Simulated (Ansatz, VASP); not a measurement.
This is a calculation of Si2W for Ansatz 0.2.0.

File input.yaml:

```yaml
crystal:
  lattice:
    - [-1.6069, 1.6069, 3.91495]
    - [1.6069, -1.6069, 3.91495]
    - [1.6069, 1.6069, -3.91495]
  atoms:
    - { symbol: W, position: [0.0, 0.0, 0.0] }
    - { symbol: Si, position: [0.6653, 0.6653, 0.0] }
    - { symbol: Si, position: [0.3347, 0.3347, 0.0] }
hamiltonian:
  xc: pbesol
  pseudopotentials: { kind: paw }
kpoints:
  mp_grid: { grid: [10, 10, 10] }
scf:
  occupations: { method: fermi_dirac, width: 0.05 }
output:
  forces: true
  stress: true
  eigenvalues: true
```

Potentials or basis: Ansatz PAW.

Run with:

```bash
$ ansatz run input.yaml --threads 2 --pin off --max-ram 5632MiB --backend cpu --events-out ev --progress --plain --runs-dir out
```

Set up the same calculation for VASP 6.6.1. Potentials there: VASP PAW PBE potentials, release 64 (W_sv, Si).

As run (the cutoff follows the program's own potentials):

INCAR

```
PREC = Accurate
ENCUT = 520
EDIFF = 1E-7
ISMEAR = -1
SIGMA = 0.05
LREAL = F
LASPH = T
NELM = 100
ALGO = Normal
ISIF = 2
LWAVE = F
LCHARG = F
GGA = PS
NBANDS = 18
```

File KPOINTS:

```
Automatic mesh
0
Gamma
  10 10 10
```

POSCAR

```
Si2W
1.0
   -1.6069000000      1.6069000000      3.9149500000
    1.6069000000     -1.6069000000      3.9149500000
    1.6069000000      1.6069000000     -3.9149500000
W Si
1 2
Direct
    0.0000000000      0.0000000000      0.0000000000
    0.6653000000      0.6653000000      0.0000000000
    0.3347000000      0.3347000000      0.0000000000
```

Potentials or basis: VASP PAW PBE potentials, release 64 (W_sv, Si).

Run with:

```console
$ cat potpaw_PBE.64/W_sv/POTCAR potpaw_PBE.64/Si/POTCAR > POTCAR
$ mpirun -np 1 vasp_std > vasp.out
```

Both were run:

|  | VASP | Ansatz | Ansatz less VASP |
| --- | --- | --- | --- |
| gap on the k mesh at the Fermi level (eV) | none | none | - |
| pressure (GPa) | -1.6 | -2.0 | -0.33 |
| largest component of the traceless stress (GPa) | 0.20 | 0.23 | +0.030 |
| rms of the force components (eV/Å) | 0.001 | 0.003 | +0.0024 |

Atom by atom the forces differ by 0.002 eV/Å (rms over components). A gap of «none» marks a metal or a gap that the smearing closes.

Caveats: the PAW data sets were made with another functional, which shifts forces and pressure a little (VASP); the PAW data sets come from PBE, with cores solved anew for the run's functional, which leaves a small shift of forces and pressure (Ansatz). Spin-orbit coupling is left out, which matters for the levels of W.
